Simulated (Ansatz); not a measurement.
A run of Ansatz 0.2.0 is set up as follows.

input.yaml

```yaml
crystal:
  lattice:
    - [-2.23991201, 2.04060451, 2.27540122]
    - [1.84401548, -2.1717393, 2.01063947]
    - [2.21688234, 2.14870963, -2.406536]
  atoms:
    - { symbol: I, position: [0.0, 0.0, 0.0] }
kpoints:
  mp_grid: { grid: [9, 10, 9] }
scf:
  occupations: { method: fermi_dirac, width: 0.05 }
hamiltonian:
  xc: pbe
  pseudopotentials: { kind: all_electron, lapw: { basis_error: 0.001 } }
output:
  forces: true
  stress: true
  eigenvalues: true
  populations: true
```

Potentials or basis: all-electron LAPW, scalar-relativistic.

Run with:

```sh
$ ansatz run input.yaml --threads 1 --pin off --max-ram 3072MiB --backend cpu --events-out ev --progress --plain --runs-dir out
```

(1) Estimate the pressure.

(2) Estimate the band gap on the k mesh.

## Answers

(1) 0.0 GPa.

(2) none (metal or under the smearing width).

Caveat: an odd number of electrons without spin polarisation forces a metal; a magnetic or distorted state may lie lower.
